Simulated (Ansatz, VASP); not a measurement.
Two plane-wave programs on Ag

```xyz
5
Lattice="3.6892 2.1300 2.3913 -3.6892 2.1300 2.3913 0.0000 -4.2600 2.3913" Properties=species:S:1:pos:R:3 pbc="T T T"
Ag    0.0000    0.0000    1.0088
Ag   -1.4114   -0.8149    3.2977
Ag    0.0000    1.6298    3.2977
Ag    1.4114   -0.8149    3.2977
Ag    0.0000    0.0000    5.5385
```

Alike in both runs: functional PBE; k mesh 9 × 9 × 9; occupations gaussian, width 0.1 eV; no spin polarisation.

Ansatz relaxed the structure, and its values are those at the end. VASP's run is a single point on that final structure, the one shown.

|  | VASP | Ansatz |
| --- | --- | --- |
| version | VASP 6.6.1 | Ansatz 0.2.0 |
| potentials or method | VASP PAW PBE potentials, release 64 (Ag) | scalar-relativistic, plane waves, PAW |
| plane-wave cutoff (eV) | 520 | 420 |
| valence electrons in the cell | 55 | 95 |

Ansatz gave:

| Item | Value |
| --- | --- |
| gap on the k mesh at the Fermi level (eV) | none |
| pressure (GPa) | 0.0 |

**Question.** Estimate VASP's values.

**Answer.** gap on the k mesh at the Fermi level (eV): none; pressure (GPa): -0.1.

A gap of «none» marks a metal or a gap that the smearing closes. The two sets of potentials don't hold the same shells in valence.
